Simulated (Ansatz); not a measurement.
HfSiO4 under strain — O-17 NMR of the central transition

Cell: an entry of the Crystallography Open Database (COD), relaxed with PBE at fixed cell and then changed (z stretched by 2 %, ions relaxed).

```
Hf Si O
1.0
    -3.28625    3.28625    3.04123
     3.28625   -3.28625    3.04123
     3.28625    3.28625   -3.04123
Hf Si O
2 2 8
Direct
  0.75000 0.25000 0.50000
  0.00000 0.00000 0.00000
  0.25000 0.75000 0.50000
  0.50000 0.50000 0.00000
  0.13482 0.31981 0.81502
  0.06981 0.75479 0.68498
  0.50479 0.31981 0.18498
  0.06981 0.38482 0.31502
  0.61518 0.93019 0.68498
  0.68019 0.86518 0.18498
  0.24521 0.93019 0.31502
  0.68019 0.49521 0.81502
```

Sites (sets of like atoms) are named by element and the number of their first atom in this list.

Level of theory: DFT, PBE, plane waves and PAW, scalar-relativistic, 420 eV cutoff, Γ-centred 7×7×7 k-points, Fermi–Dirac smearing 0.02 eV (Ansatz 0.2.0).

O-17 has I = 5/2 and Q = -25.58 mb (Pyykkö 2018); at 7.05 T its Larmor frequency is ν₀ = 40.7 MHz. Only the quadrupole interaction is simulated: positions count from each site's isotropic chemical shift, and shift anisotropy, dipolar and J coupling are left out.

Simulated pattern of one O site (static powder, Gaussian broadening 0.8 kHz):

```csv
offset (kHz),height
-9.83,0
-9.34,6
-8.85,22
-8.36,33
-7.87,35
-7.38,36
-6.89,38
-6.40,39
-5.91,41
-5.42,43
-4.93,45
-4.44,48
-3.95,51
-3.46,54
-2.97,59
-2.49,65
-2.00,74
-1.51,89
-1.02,100
-0.53,94
-0.04,90
0.45,96
0.94,97
1.43,74
1.92,47
2.41,38
2.90,35
3.39,32
3.88,29
4.37,19
4.86,5
5.35,0
```

Q: Which |C_Q| and η does the pattern imply?

A: The pattern spans 13.5 kHz before broadening and its centre of gravity is at -1.82 kHz, which fixes P_Q; the places of the horns and steps fix η. That gives P_Q = 3.52 MHz, |C_Q| = 3.20 MHz and η = 0.78. The sign of C_Q can't be read from the pattern.

Without spin–orbit coupling the gradients at and beside Hf can be off by some per cent, at some sites by more.
